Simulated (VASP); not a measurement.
Set up this calculation in VASP 6.6.1, as the native input.

```yaml
Task: band structure
Functional: PBE
Potentials_or_basis: VASP PAW PBE potentials, release 64 (Hg, Te)
Cutoff: 500 eV
k_mesh: 7 × 7 × 7
Occupations: fermi-dirac, width 0.05 eV
Spin: no spin polarisation
Further_INCAR_settings: ALGO = Fast; EDIFF = 1e-07
```

The structure of HgTe (Coloradoite) lies in POSCAR:

```
HgTe
1.0
    0.0000000000      3.2145000000      3.2145000000
    3.2145000000      0.0000000000      3.2145000000
    3.2145000000      3.2145000000      0.0000000000
Hg Te
1 1
Direct
    0.0000000000      0.0000000000      0.0000000000
    0.7500000000      0.7500000000      0.7500000000
```

The input as run:

INCAR

```
ALGO = Fast
EDIFF = 1E-7
ENCUT = 500
GGA = PE
ISIF = 2
ISMEAR = -1
LASPH = T
LCHARG = F
LREAL = F
LWAVE = F
NELM = 100
PREC = Accurate
SIGMA = 0.05
```

KPOINTS

```
k-points
0
Gamma
  7 7 7
```

KPOINTS_OPT

```
path GXWKGLUWLK,UX
15
line-mode
reciprocal
 0.0000000000  0.0000000000  0.0000000000  G
 0.5000000000  0.0000000000  0.5000000000  X

 0.5000000000  0.0000000000  0.5000000000  X
 0.5000000000  0.2500000000  0.7500000000  W

 0.5000000000  0.2500000000  0.7500000000  W
 0.3750000000  0.3750000000  0.7500000000  K

 0.3750000000  0.3750000000  0.7500000000  K
 0.0000000000  0.0000000000  0.0000000000  G

 0.0000000000  0.0000000000  0.0000000000  G
 0.5000000000  0.5000000000  0.5000000000  L

 0.5000000000  0.5000000000  0.5000000000  L
 0.6250000000  0.2500000000  0.6250000000  U

 0.6250000000  0.2500000000  0.6250000000  U
 0.5000000000  0.2500000000  0.7500000000  W

 0.5000000000  0.2500000000  0.7500000000  W
 0.5000000000  0.5000000000  0.5000000000  L

 0.5000000000  0.5000000000  0.5000000000  L
 0.3750000000  0.3750000000  0.7500000000  K

 0.6250000000  0.2500000000  0.6250000000  U
 0.5000000000  0.0000000000  0.5000000000  X
```

Potentials or basis: VASP PAW PBE potentials, release 64 (Hg, Te).

Launch:

```console
$ cat potpaw_PBE.64/Hg/POTCAR potpaw_PBE.64/Te/POTCAR > POTCAR
$ mpirun -np 1 vasp_std > vasp.out
```

Results of the run:

```yaml
Pressure: 4.6 GPa
Band_gap_along_the_path: none (metal or under the smearing width)
```

Caveat: spin-orbit coupling is left out, which moves the levels of the heavy elements.

It took 97 s on 1 thread of AMD EPYC 7R43 64-Core Processor (Zen 3), on a shared host, peak memory 0.19 GiB.
